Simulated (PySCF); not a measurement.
Identify the unknown among the candidates.

All candidates are C4H6.

* Rotational structure: rotational constants A, B, C: 13.080, 12.391, 6.917 GHz [PBE0-D3(BJ)/def2-TZVP]
* 1H NMR: chemical shifts (computed TMS as zero) by class: 6.45 (2 H), 2.65 (4 H) ppm [GIAO PBE0/pcSseg-2]
* UV, strongest line: among the 10 lowest singlet transitions: S5 at 7.02 eV (177 nm, f = 0.199) [TDDFT CAM-B3LYP/aug-cc-pVTZ]
* Dipole: 0.15 D [CAM-B3LYP/aug-cc-pVTZ]
* 13C NMR: chemical shifts (computed TMS as zero) by class: 150.1 (2 C), 34.3 (2 C) ppm [GIAO PBE0/pcSseg-2]
* Polarisability: 46.8 au [CAM-B3LYP/aug-cc-pVTZ]

The electronic properties come from PySCF, for the isolated species, density fitting. Levels stand in brackets. Geometry: PBE0-D3(BJ)/def2-TZVP; no solvent, vibrations or thermal averaging. NMR values are class means; diastereotopic atoms form classes of their own.

Question: Which candidate is it?
A. `CC#CC`
B. `C#CCC`
C. `C1[C@H]2C[C@@H]12`
D. `C1=CCC1`
E. `C=CC=C`

Answer: D. It is `C1=CCC1`. Numbering: `[CH:1]1=[CH:2][CH2:3][CH2:4]1`. Its formula, C4H6, gives 2 degrees of unsaturation: 1 ring and 1 π bond in the structure found. 4 carbons fall into 2 classes; from least to most shielded: alkene CH carbon [C1/C2] (150.1 ppm, 2 C), allylic carbon [C3/C4] (34.3 ppm, 2 C). Hydrogen classes from least to most shielded: 2 H on 2 alkene CH carbons, C1/C2 (6.45 ppm), 4 H on 2 allylic carbons, C3/C4 (2.65 ppm). The optimised geometry has point group C2v and is an asymmetric top.

The others, at the same levels:
- `C=CC=C` fails: its computed strongest line among the 10 lowest singlet transitions is S1 at 5.81 eV (213 nm, f = 0.672) (against S5 at 7.02 eV), static isotropic polarisability is 56.4 au (against 46.8 au) and rotational constant A is 42.480 GHz (against 13.080 GHz).
- `C1[C@H]2C[C@@H]12` fails: its computed 13C shifts are 31.6 (2 C), -2.0 (2 C) ppm, 1H shifts are 1.39 (2 H), 1.34 (2 H), 0.37 (2 H) ppm and strongest line among the 10 lowest singlet transitions is S2 at 6.66 eV (186 nm, f = 0.053) (against S5 at 7.02 eV).
- `CC#CC` fails: its computed 13C shifts are 82.6 (2 C), 4.4 (2 C) ppm, 1H shifts are 1.79 (6 H) ppm and static isotropic polarisability is 50.1 au (against 46.8 au).
- `C#CCC` fails: its computed strongest line among the 10 lowest singlet transitions is S7 at 7.54 eV (164 nm, f = 0.043) (against S5 at 7.02 eV), static isotropic polarisability is 48.9 au (against 46.8 au) and rotational constant A is 27.581 GHz (against 13.080 GHz).

Each candidate is one conformer, not necessarily the lowest. Dipoles, sizes and rotational constants follow the conformer. The torsions of the flexible species, by atom-mapped SMILES:
- `[CH2:1]=[CH:2][CH:3]=[CH2:4]`: C1–C2–C3–C4 180°
